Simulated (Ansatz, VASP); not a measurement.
**One calculation of SnO2, two programs**

```
Sn O
1.0
     4.88191    0.00000    0.00000
     0.00000    4.96203    0.00000
     0.00000    0.00000    3.30446
Sn O
2 4
Direct
  0.50000 0.50000 0.50000
  0.00000 0.00000 0.00000
  0.29185 0.32104 0.00000
  0.79185 0.17896 0.50000
  0.20814 0.82104 0.50000
  0.70815 0.67896 0.00000
```

The cell is a database's computed one.

Alike in both runs: task single point; functional PBEsol; k mesh 4 × 4 × 6; no spin polarisation.

```csv
,VASP,Ansatz
version,VASP 6.6.1,Ansatz 0.2.0
potentials or method,"VASP PAW PBE potentials, release 64 (Sn_d, O)","plane waves, PAW"
plane-wave cutoff (eV),520,500
occupations,"gaussian, width 0.01 eV",fixed
valence electrons in the cell,52,52
```

Ansatz gave:

```
pressure (GPa)                                  : -14.6
largest component of the traceless stress (GPa) : 2.58
```

Question: Which values does VASP return?

Answer: Pressure (GPa): -14.2; largest component of the traceless stress (GPa): 2.39.

Caveats: the PAW data sets were made with another functional, which shifts forces and pressure a little (VASP).
